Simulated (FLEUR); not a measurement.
# Ti (P6_3/mmc) in FLEUR: notebook

One crystal, Ti, is run at these levels: PBEsol; tasks: equation of state.

All numbers are computed with FLEUR MaX-R8.1 (later development tree); they aren't measurements. Logs are shortened: lines on timing, memory, paths and dates and some standing lists are left out, and cuts for length are marked.

### 1 Starting point

The structure is hexagonal, space group P6_3/mmc (No. 194). Conventional cell: a = 2.950 Å, b = 2.950 Å, c = 4.680 Å, α = 90.00°, β = 90.00°, γ = 120.00°. Ti (site symmetry -6m2) has 12 Ti at 2.89 to 2.95 Å as nearest neighbours.

### 2 Equation of state, PBEsol, 16.58 Å³/atom (volume scaled by 0.94)

inp.xml reads:

```xml
<?xml version="1.0" encoding="UTF-8" standalone="no"?>
<fleurInput fleurInputVersion="0.39">
   <comment>
      Ti                                                                                                  
   </comment>
   <calculationSetup>
      <cutoffs Kmax="4.1" Gmax="12.7" GmaxXC="12.7" numbands="0"/>
      <scfLoop itmax="60" minDistance="0.00001" maxIterBroyd="15" imix="Anderson" alpha="0.05" precondParam="0.0" spinf="2.0" sdNocoIR="T"/>
      <coreElectrons ctail="T" frcor="F" kcrel="0" coretail_lmax="0"/>
      <xcFunctional name="PBEs" relativisticCorrections="F"/>
      <magnetism jspins="1"/>
      <soc l_soc="F" theta="0.0" phi="0.0" spav="F"/>
      <expertModes spex="0" secvar="F"/>
      <geometryOptimization l_f="F" forcealpha="1.0" forcemix="BFGS" epsdisp="0.0005" epsforce="0.0002"/>
      <ldaU l_linMix="F" mixParam="0.05" spinf="1.0"/>
   </calculationSetup>
   <cell>
      <bzIntegration valenceElectrons="24.0" mode="hist" fermiSmearingEnergy="0.00183747">
         <kPointListSelection listName="default-1"/>
         <!-- k-points included here -->
         <xi:include xmlns:xi="http://www.w3.org/2001/XInclude" href="kpts.xml"> </xi:include>
      </bzIntegration>
      <!-- symmetry operations included here -->
      <xi:include xmlns:xi="http://www.w3.org/2001/XInclude" href="sym.xml"> </xi:include>
      <bulkLattice scale="0.9795861087">
         <bravaisMatrix>
            <row-1>    5.5746920675700000     0.0000000000000000     0.0000000000000000</row-1>
            <row-2>   -2.7873460337850000     4.8278249488590683     0.0000000000000000</row-2>
            <row-3>    0.0000000000000000     0.0000000000000000     8.8439182631279998</row-3>
         </bravaisMatrix>
      </bulkLattice>
   </cell>
   <atomSpecies>
      <species name="Titanium (Ti)" element="Ti" atomicNumber="22">
         <mtSphere radius="2.46" gridPoints="837" logIncrement="0.014"/>
         <atomicCutoffs lmax="10" lnonsphr="10"/>
         <electronConfig flipSpins="F">
            <coreConfig>(1s1/2) (2s1/2) (2p1/2) (2p3/2)</coreConfig>
            <valenceConfig>(3s1/2) (3p1/2) (3p3/2) (4s1/2) (3d3/2) (3d5/2)</valenceConfig>
            <stateOccupation state="(3d3/2)" spinUp="0.400000" spinDown="0.400000"/>
            <stateOccupation state="(3d5/2)" spinUp="0.600000" spinDown="0.600000"/>
         </electronConfig>
         <energyParameters s="4" p="4" d="3" f="4"/>
         <lo type="SCLO" l="0" n="3" eDeriv="0"/>
         <lo type="SCLO" l="1" n="3" eDeriv="0"/>
         <lo type="SCLO" l="1" n="3" eDeriv="1"/>
         <lo type="SCLO" l="2" n="3" eDeriv="2"/>
         <lo type="SCLO" l="3" n="4" eDeriv="2"/>
      </species>
   </atomSpecies>
   <atomGroups>
      <atomGroup species="Titanium (Ti)">
         <relPos label="                   1">-1.000/3.000 1.000/3.000 -1.000/4.000</relPos>
         <relPos label="                   2">1.000/3.000 -1.000/3.000 1.000/4.000</relPos>
         <force calculate="T" relaxXYZ="TTT"/>
      </atomGroup>
   </atomGroups>
   <output dos="F" band="F" slice="F">
      <checks vchk="F" cdinf="F"/>
      <bandDOS minEnergy="-.5*Htr" maxEnergy="0.5*Htr" sigma="0.015" storeEVData="T"/>
      <vacuumDOS vacdos="F" integ="F" star="F" nstars="0" locx1="0.0" locy1="0.0" locx2="0.0" locy2="0.0" nstm="0" tworkf="0.0"/>
      <unfoldingBand unfoldBand="F" supercellX="1" supercellY="1" supercellZ="1"/>
      <plotting iplot="0" polar="F">
         <plot TwoD="T" vec1="  1.0  0.0  0.0" vec2="  0.0  1.0  0.0" vec3="  0.0  0.0  1.0" zero="  0.0  0.0  0.0" file="plot"/>
      </plotting>
      <chargeDensitySlicing numkpt="0" minEigenval="0.0" maxEigenval="0.0" nnne="0" pallst="F"/>
      <specialOutput eonly="F"/>
      <moessbauerParams electricFieldGradient="T" isomerShift="T" coreHyperfine="T" valenceHyperfine="T"/>
      <magneticCircularDichroism mcd="F" energyLo="-10.0" energyUp="0.0"/>
   </output>
  <!-- We include the file relax.xml here to enable relaxations (see documentation) -->
  <xi:include xmlns:xi="http://www.w3.org/2001/XInclude" href="relax.xml"> <xi:fallback/> </xi:include>
</fleurInput>
```

Potentials or basis: all-electron, FLAPW.

Launch:

```
$ inpgen -f crystal.txt -profile fastHighL
$ # inp.xml edited to the form shown
$ fleur_MPI
```

Output:

```text
Welcome to FLEUR        (www.flapw.de)
      MaX-Release 8.1          (www.max-centre.eu)

 ========== k-point set info ==========
 Selected k-point list: default-1
 k-point list type: mesh
 10 x 10 x 6
 Number of k points: 56

 ------------Calculation Setup---------------------------
 Number of MPI-tasks      :            1
 Number of PE/node        :            1
 Number of OMP-threads    :            1
 Most efficient MPI parallelization for:
           1           2           4           7           8          14          28          56
 Additional eigenvalue parallelization possible
 Number of basis functions:          345
 Approximate size of matrices (H+S) per k-point:         0.002 GB
 --------------------------------------------------------
 Iteration:     1   Distance:       8.27893954 me/bohr^3
 Iteration:     2   Distance:       7.40367310 me/bohr^3
 Iteration:     3   Distance:       2.71529591 me/bohr^3
 Iteration:     4   Distance:       2.34678443 me/bohr^3
 Iteration:     5   Distance:       0.70503763 me/bohr^3
 Iteration:     6   Distance:       0.41711175 me/bohr^3
 Iteration:     7   Distance:       0.04103399 me/bohr^3
 Iteration:     8   Distance:       0.00654178 me/bohr^3
 Iteration:     9   Distance:       0.00733462 me/bohr^3
 Iteration:    10   Distance:       0.00060859 me/bohr^3
 Iteration:    11   Distance:       0.00045760 me/bohr^3
 Iteration:    12   Distance:       0.00003337 me/bohr^3
 Iteration:    13   Distance:       0.00000242 me/bohr^3

 ********************************************************************
 Run finished successfully
 Stop message:
   all done
 ********************************************************************
```

out.xml (last iteration):

```text
<iteration numberForCurrentRun="   13" overallNumber="   13">
         <energyParameters units="Htr">
            <atomicEP atomType="1" spin="1" branch="4s" branchLowest="-1.70" branchHighest="2.07" value="0.2346396197"/>
            <atomicEP atomType="1" spin="1" branch="4p" branchLowest="-0.80" branchHighest="2.55" value="0.3460281913"/>
            <atomicEP atomType="1" spin="1" branch="3d" branchLowest="-9.99" branchHighest="0.59" value="0.3578316196"/>
            <atomicEP atomType="1" spin="1" branch="4f" branchLowest="-9.99" branchHighest="3.00" value="0.6300031853"/>
            <loAtomicEP atomType="1" spin="1" branch="3s" branchLowest="-19.13" branchHighest="-1.70" value="-1.7224464132"/>
            <loAtomicEP atomType="1" spin="1" branch="3p" branchLowest="-15.74" branchHighest="-0.80" value="-0.8550407396"/>
            <loAtomicEP atomType="1" spin="1" branch="3p" branchLowest="-15.74" branchHighest="-0.80" value="-0.8550407396"/>
            <loAtomicEP atomType="1" spin="1" branch="3d" branchLowest="-9.99" branchHighest="0.59" value="0.3574685290"/>
            <loAtomicEP atomType="1" spin="1" branch="4f" branchLowest="-9.99" branchHighest="3.00" value="0.6300059699"/>
         </energyParameters>
         <eigenvalues>
            <eigenvaluesAt spin="1" ikpt="1" k_x="0.00000000" k_y="0.00000000" k_z="0.00000000">
                      -1.7280138898       -1.7217993922       -0.8743776670       -0.8466046358       -0.8466046358
                      -0.8436220118       -0.8422995458       -0.8422995458        0.1172585383        0.2452883387
                       0.3780620714        0.3780620714        0.3810713088        0.3823633321        0.3977455504
                       0.3977455504        0.4116472067        0.4116472067        0.4719245860
            </eigenvaluesAt>
            <eigenvaluesAt spin="1" ikpt="2" k_x="0.00000000" k_y="0.00000000" k_z="0.16666667">
                      -1.7276044712       -1.7222225137       -0.8724003687       -0.8463185870       -0.8463185870
                      -0.8457735582       -0.8425900353       -0.8425900353        0.1261927037        0.2412797480
                       0.3669495500        0.3743651136        0.3743651136        0.3773647414        0.3929375234
                       0.3929375234        0.4212148571        0.4212148571        0.4723131624
            </eigenvaluesAt>
            <eigenvaluesAt spin="1" ikpt="3" k_x="0.00000000" k_y="0.00000000" k_z="0.33333333">
                      -1.7264804698       -1.7233733982       -0.8669424163       -0.8515783439       -0.8455333948
                      -0.8455333948       -0.8433812232       -0.8433812232        0.1514203808        0.2225774543
                       0.3494767623        0.3647218744        0.3713918745        0.3713918745        0.3829024191
                       0.3829024191        0.4401023084        0.4401023084        0.4692999613
            </eigenvaluesAt>
            <eigenvaluesAt spin="1" ikpt="4" k_x="0.00000000" k_y="0.00000000" k_z="0.50000000">
                      -1.7249336816       -1.7249336816       -0.8593469413       -0.8593469413       -0.8444590624
                      -0.8444590624       -0.8444590624       -0.8444590624        0.1875225982        0.1875225982
                       0.3514825265        0.3514825265        0.3744236378        0.3744236378        0.3744236378
                       0.3744236378        0.4581157046        0.4581157046        0.4581157046
            </eigenvaluesAt>
         </eigenvalues>
         <bandgap value="0.0274040690" units="eV"/>
         <sumValenceSingleParticleEnergies value="-14.8810303633" units="Htr"/>
         <FermiEnergy value="0.3481375172" units="Htr"/>
         <valenceDensity>
            <mtCharges spin="1">
               <mtCharge atomType="1" total="10.5595749" s="2.3191355" p="6.2135497" d="2.0102249" f="0.0143916"/>
            </mtCharges>
            <spinDependentCharge spin="1" total="24.0000000" interstitial="2.8808502" mtSpheres="21.1191498"/>
            <totalCharge value="24.0000000000"/>
         </valenceDensity>
         <coreStates atomType="     1" atomicNumber=" 22" spin="1" kinEnergy="    792.0297571915" eigValSum="   -488.9288547935" lostElectrons=" 0.000000">
            <state n="1" l="0" j="0.5" energy="-178.1055132131" weight="1.0000000000"/>
            <state n="2" l="0" j="0.5" energy="-19.1341782061" weight="1.0000000000"/>
            <state n="2" l="1" j="0.5" energy="-15.8827290625" weight="1.0000000000"/>
            <state n="2" l="1" j="1.5" energy="-15.6710034576" weight="2.0000000000"/>
         </coreStates>
         <allElectronCharges>
            <spinDependentCharge spin="1" total="44.0000000" interstitial="2.8808502" mtSpheres="41.1191498"/>
            <totalCharge value="44.0000000000"/>
         </allElectronCharges>
         <moessbauerParams unitsHFF="kG" unitsIS="e/bohr^3" unitsEFG="Htr/bohr^2">
            <coreIsomerShift atomType="1" isTotal="8401.74992">
               <shell n="1" l="0" isomerShift="7719.41900"/>
               <shell n="2" l="0" isomerShift="679.80518"/>
               <shell n="2" l="1" isomerShift="2.52574"/>
            </coreIsomerShift>
            <isomerShift atomType="1" nucleusRadius="0.0000858" averageDensity="8499.94151"/>
            <electricFieldGradient atomType="1" VXX="-0.11213" VYY="-0.11213" VZZ="0.22426" asymParam="0.00000">
            </electricFieldGradient>
         </moessbauerParams>
         <totalEnergy                                    value="    -1705.7434643028" units="Htr">
            <sumOfEigenvalues                            value="     -992.7387399503">
               <coreElectrons value="-977.8577095870"/>
               <valenceElectrons value="-14.8810303633"/>
            </sumOfEigenvalues>
            <densityCoulombPotentialIntegral value="-2606.8221467504"/>
            <densityEffectivePotentialIntegral value="-2714.6848620942"/>
            <chargeDenXCDenIntegral value="-82.4628526740"/>
            <FockExchangeEnergyValence value="0.0000000000"/>
            <FockExchangeEnergyCore value="0.0000000000"/>
            <atomTypeDependentContributions atomType="1">
               <electronNucleiInteractionDifferentMTs value="2022.3521377343"/>
               <MadelungTerm value="-19.4635226632"/>
            </atomTypeDependentContributions>
            <tkbTimesEntropy value="0.0007065228"/>
            <freeEnergy value="-1705.7441708256"/>
            <extrapolationTo0K value="-1705.7438175642"/>
         </totalEnergy>
         <densityConvergence units="me/bohr^3">
            <chargeDensity spin="1" distance="0.0000024182"/>
         </densityConvergence>
      </iteration>
```

It took 30 s on 1 thread of Intel Xeon Platinum 8488C (Sapphire Rapids), shared host; peak memory 0.08 GiB.

What came out:

```yaml
Free_energy: -46415.6635 eV
Band_gap_on_the_k_mesh: none (metal or under the smearing width)
Valence_electrons_inside_the_program's_atomic_spheres: Ti 10.56 (radii Ti 2.46 bohr)
```

### 3 Equation of state, PBEsol, 16.93 Å³/atom (volume scaled by 0.96)

Edit inp.xml of step 2 so:

```diff
@@ -24,3 +24,3 @@
       <xi:include xmlns:xi="http://www.w3.org/2001/XInclude" href="sym.xml"> </xi:include>
-      <bulkLattice scale="0.9795861087">
+      <bulkLattice scale="0.9864848297">
          <bravaisMatrix>
```

Potentials or basis: all-electron, FLAPW.

Launch:

```
$ inpgen -f crystal.txt -profile fastHighL
$ # inp.xml edited to the form shown
$ fleur_MPI
```

Wall time 34 s (1 thread of Intel Xeon Platinum 8488C (Sapphire Rapids), shared host); peak memory 0.07 GiB.

The run converged. Its results:

```yaml
Free_energy: -46415.6627 eV
Band_gap_on_the_k_mesh: none (metal or under the smearing width)
Valence_electrons_inside_the_program's_atomic_spheres: Ti 10.53 (radii Ti 2.46 bohr)
```

### 4 Equation of state, PBEsol, 17.28 Å³/atom (volume scaled by 0.98)

Edit inp.xml of step 3 so:

```diff
@@ -24,3 +24,3 @@
       <xi:include xmlns:xi="http://www.w3.org/2001/XInclude" href="sym.xml"> </xi:include>
-      <bulkLattice scale="0.9864848297">
+      <bulkLattice scale="0.9932883884">
          <bravaisMatrix>
```

Launch:

```
$ inpgen -f crystal.txt -profile fastHighL
$ # inp.xml edited to the form shown
$ fleur_MPI
```

It took 42 s on 1 thread of Intel Xeon Platinum 8488C (Sapphire Rapids), shared host; peak memory 0.08 GiB.

Results (log left out):

```yaml
Free_energy: -46415.6515 eV
Band_gap_on_the_k_mesh: none (metal or under the smearing width)
Valence_electrons_inside_the_program's_atomic_spheres: Ti 10.50 (radii Ti 2.46 bohr)
```

### 5 Equation of state, PBEsol, 17.64 Å³/atom

Edit inp.xml of step 4 so:

```diff
@@ -24,3 +24,3 @@
       <xi:include xmlns:xi="http://www.w3.org/2001/XInclude" href="sym.xml"> </xi:include>
-      <bulkLattice scale="0.9932883884">
+      <bulkLattice scale="1.0000000000">
          <bravaisMatrix>
```

Launch:

```
$ inpgen -f crystal.txt -profile fastHighL
$ # inp.xml edited to the form shown
$ fleur_MPI
```

Run time: 43 s. Hardware: 1 thread of Intel Xeon Platinum 8488C (Sapphire Rapids), shared host; peak memory 0.07 GiB.

It converged, with:

* Free energy: -46415.6308 eV
* Band gap on the k mesh: none (metal or under the smearing width)
* Valence electrons inside the program's atomic spheres: Ti 10.47 (radii Ti 2.46 bohr)

### 6 Equation of state, PBEsol, 17.99 Å³/atom (volume scaled by 1.02)

Edit inp.xml of step 5 so:

```diff
@@ -24,3 +24,3 @@
       <xi:include xmlns:xi="http://www.w3.org/2001/XInclude" href="sym.xml"> </xi:include>
-      <bulkLattice scale="1.0000000000">
+      <bulkLattice scale="1.0066227096">
          <bravaisMatrix>
```

Potentials or basis: all-electron, FLAPW.

Launch:

```
$ inpgen -f crystal.txt -profile fastHighL
$ # inp.xml edited to the form shown
$ fleur_MPI
```

Run time: 35 s. Hardware: 1 thread of Intel Xeon Platinum 8488C (Sapphire Rapids), shared host; peak memory 0.07 GiB.

The run converged. Its results:

```yaml
Free_energy: -46415.6015 eV
Band_gap_on_the_k_mesh: none (metal or under the smearing width)
Valence_electrons_inside_the_program's_atomic_spheres: Ti 10.44 (radii Ti 2.46 bohr)
```

### 7 Equation of state, PBEsol, 18.34 Å³/atom (volume scaled by 1.04)

Edit inp.xml of step 6 so:

```diff
@@ -24,3 +24,3 @@
       <xi:include xmlns:xi="http://www.w3.org/2001/XInclude" href="sym.xml"> </xi:include>
-      <bulkLattice scale="1.0066227096">
+      <bulkLattice scale="1.0131594038">
          <bravaisMatrix>
```

Launch:

```
$ inpgen -f crystal.txt -profile fastHighL
$ # inp.xml edited to the form shown
$ fleur_MPI
```

Run time: 47 s. Hardware: 1 thread of Intel Xeon Platinum 8488C (Sapphire Rapids), shared host; peak memory 0.08 GiB.

The run converged. Its results:

```
Free energy                                           : -46415.5643 eV
Band gap on the k mesh                                : none (metal or under the smearing width)
Valence electrons inside the program's atomic spheres : Ti 10.42 (radii Ti 2.46 bohr)
```

### 8 Equation of state, PBEsol, 18.69 Å³/atom (volume scaled by 1.06)

Edit inp.xml of step 7 so:

```diff
@@ -24,3 +24,3 @@
       <xi:include xmlns:xi="http://www.w3.org/2001/XInclude" href="sym.xml"> </xi:include>
-      <bulkLattice scale="1.0131594038">
+      <bulkLattice scale="1.0196128224">
          <bravaisMatrix>
```

Launch:

```
$ inpgen -f crystal.txt -profile fastHighL
$ # inp.xml edited to the form shown
$ fleur_MPI
```

Wall time 43 s (1 thread of Intel Xeon Platinum 8488C (Sapphire Rapids), shared host); peak memory 0.08 GiB.

It converged, with:

```
Free energy                                           : -46415.5199 eV
Band gap on the k mesh                                : none (metal or under the smearing width)
Valence electrons inside the program's atomic spheres : Ti 10.39 (radii Ti 2.46 bohr)
```

### 9 Equation of state, PBEsol

Potentials or basis: all-electron, FLAPW.

No new run: the results of the series are fitted here.

Results:

| Quantity | Value |
| --- | --- |
| Equilibrium volume | 16.73 Å³/atom |
| Bulk modulus at fixed shape and positions | 118 GPa |
| Pressure derivative of the bulk modulus | 3.5 |

Energy against volume, from the lowest point:
| volume (Å³/atom) | energy (meV/atom) |
| --- | --- |
| 16.577 | 0.00 |
| 16.930 | 0.39 |
| 17.283 | 5.98 |
| 17.636 | 16.31 |
| 17.988 | 30.98 |
| 18.341 | 49.59 |
| 18.694 | 71.76 |

Caveat: the cell was scaled at fixed shape and fractional positions, which overstates the stiffness of a crystal with free parameters, most of all of layers and chains.
